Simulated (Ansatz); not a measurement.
Crystal: MoP.

```
Mo P
1.0
     3.22300    0.00000    0.00000
    -1.61150    2.79120    0.00000
     0.00000    0.00000    3.19100
Mo P
1 1
Direct
  0.00000 0.00000 0.00000
  0.33333 0.66667 0.50000
```

- Program: Ansatz 0.2.0
- Task: relaxation of cell and atoms
- Functional: revPBE
- Dispersion: D3(BJ)
- Potentials or basis: all-electron LAPW, scalar-relativistic
- Basis error allowed: 0.001 eV/atom
- k mesh: 10 × 10 × 8
- Occupations: fermi-dirac, width 0.05 eV
- Spin: no spin polarisation

At the start: volume 14.35 Å³/atom.

Where does the relaxation end?

Over 5 steps the energy falls by 17.5 meV/atom and the volume is 13.77 Å³/atom (-4.1 %); space group P-6m2 (No. 187, to 0.05 Å).

The path:
```csv
step,energy change (eV),largest force (eV/Å),volume (Å³)
1,0.0000,0.0000,28.71
2,-0.0261,0.0000,27.13
3,-0.0348,0.0000,27.56
4,-0.0349,0.0000,27.54
5,-0.0349,0.0000,27.54
```

Final structure:
```
Mo P
1.0
     3.17093    0.00000    0.00000
    -1.58547    2.74611    0.00000
     0.00000    0.00000    3.16245
Mo P
1 1
Cartesian
  0.0000 0.0000 0.0000
  0.0000 1.8307 1.5812
```
